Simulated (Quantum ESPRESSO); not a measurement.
**Ge in Quantum ESPRESSO: convergence with SCF threshold**

Crystal: Ge.

```
Ge
1.0
    -2.57449    2.57449    1.39741
     2.57449   -2.57449    1.39741
     2.57449    2.57449   -1.39741
Ge
2
Direct
  0.50000 0.50000 0.00000
  0.25000 0.75000 0.50000
```

This isn't the form of Ge at room conditions, which is diamond.

```yaml
Program: Quantum ESPRESSO 7.5
Task: single point
Functional: PBE
Potentials_or_basis: PseudoDojo 0.4 SR PBE stringent
Cutoff: 1687 eV
Density_cutoff: 6748 eV
k_mesh: 6 × 6 × 6
Occupations: fermi-dirac, width 0.136 eV
Spin: no spin polarisation
```

These are the settings of the first run; the series varies SCF threshold, with any setting tied to it.

Hardware: 1 thread of Arm Neoverse V1, with other jobs on the host.

```
SCF threshold  energy less the tightest run, at zero smearing (meV/atom)  pressure (GPa)  SCF cycles  CPU time (s)  peak memory (GiB)
     0.001 Ry                                                       0.04            5.74           3            47               0.16
    0.0001 Ry                                                       0.01            2.93           4            55               0.16
     1e-05 Ry                                                       0.01            2.93           4            55               0.16
     1e-06 Ry                                                       0.00            3.24           5            66               0.16
     1e-07 Ry                                                       0.00            3.31           6            75               0.16
     1e-08 Ry                                                       0.00            3.31           6            75               0.16
     1e-10 Ry                                                       0.00            3.31           9           110               0.16
     1e-12 Ry                                                       0.00            3.31           9           110               0.16
```

Against the tightest run, the energy stays within 1 meV/atom from 0.001 Ry on; the pressure stays within 0.1 GPa from 1e-06 Ry on. The tightest run that finished is the yardstick and may itself not be fully converged.

Caveat, for the tightest run too: the k mesh is coarse (spacing up to 0.43 Å⁻¹), so the values aren't converged.
